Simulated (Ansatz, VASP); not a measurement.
RbBr: VASP beside Ansatz

```
Rb Br
1.0
     3.60446    0.00000    0.00000
     0.00000    3.60446    0.00000
     0.00000    0.00000    5.40669
Rb Br
1 1
Direct
  0.00000 0.00000 0.00000
  0.50000 0.50000 0.50000
```

Alike in both runs: task single point; functional PBE; k mesh 6 × 6 × 6; occupations gaussian, width 0.05 eV; no spin polarisation.

```csv
,VASP,Ansatz
version,VASP 6.6.1,Ansatz 0.2.0
potentials or method,"VASP PAW PBE potentials, release 64 (Rb_sv, Br)","scalar-relativistic, plane waves, PAW"
plane-wave cutoff (eV),520,420
valence electrons in the cell,16,16
```

|  | VASP | Ansatz | Ansatz less VASP |
| --- | --- | --- | --- |
| gap on the k mesh at the Fermi level (eV) | 1.34 | 1.34 | +0.002 |
| least direct gap on the mesh (eV) | 1.62 | 1.62 | +0.002 |
| pressure (GPa) | 1.0 | 0.9 | -0.03 |
| largest component of the traceless stress (GPa) | 9.99 | 9.99 | -0.003 |

With one functional, cell and mesh, what is left measures potentials, basis and numerics.

A k mesh can miss the band edges. As with any semilocal functional, this PBE gap is likely too small.
